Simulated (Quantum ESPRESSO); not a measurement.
# CsPbCl3 under changes of volume

One of the cells (35.217 Å³/atom); the others are scaled copies at fixed shape and fractional positions:

```
CELL_PARAMETERS angstrom
5.60500 0.00000 0.00000
0.00000 5.60500 0.00000
0.00000 0.00000 5.60500
ATOMIC_POSITIONS crystal
Pb 0.50000 0.50000 0.50000
Cs 0.00000 0.00000 0.00000
Cl 0.50000 0.00000 0.50000
Cl 0.00000 0.50000 0.50000
Cl 0.50000 0.50000 0.00000
```

| Item | Value |
| --- | --- |
| Program | Quantum ESPRESSO 7.5 |
| Functional | PBEsol |
| Potentials or basis | GBRV 1.5 PBEsol |
| Cutoff | 612 eV |
| Density cutoff | 4898 eV |
| k mesh | 5 × 5 × 5 |
| Occupations | fermi-dirac, width 0.05 eV |
| Spin | no spin polarisation |

```csv
volume (Å³/atom),energy over the lowest point (meV/atom),pressure (GPa),gap on the mesh (eV)
33.104,12.31,1.9,2.71
33.809,5.51,1.2,2.77
34.513,1.50,0.6,2.82
35.217,0.00,0.1,2.86
35.922,?,?,?
36.626,3.44,-0.9,2.95
37.330,7.93,-1.2,2.98
```

What does the run at 35.922 Å³/atom give?

Energy over the lowest point 0.72 meV/atom; pressure -0.4 GPa; gap on the mesh 2.91 eV.

Worked out: A Birch-Murnaghan fit of order 3 (a polynomial in V^(-2/3)) to the other rows has its minimum at 35.33 Å³/atom with B0 = V·E''(V) = 25 GPa and B' = 4.7. It gives 0.72 meV/atom at 35.922 Å³/atom, against the run's 0.72, and -dE/dV = -0.4 GPa, against -0.4. A parabola through the other rows of the gap, of slope 2.07 eV per unit of ln V (its deformation potential) there, gives 2.91 eV, against the run's 2.91.

Energies are extrapolated to zero smearing.

Caveats: spin-orbit coupling is left out, which as a rule narrows the gap of such compounds by several tenths of an eV; an odd mesh through Γ misses points on the zone boundary, where band edges often lie.
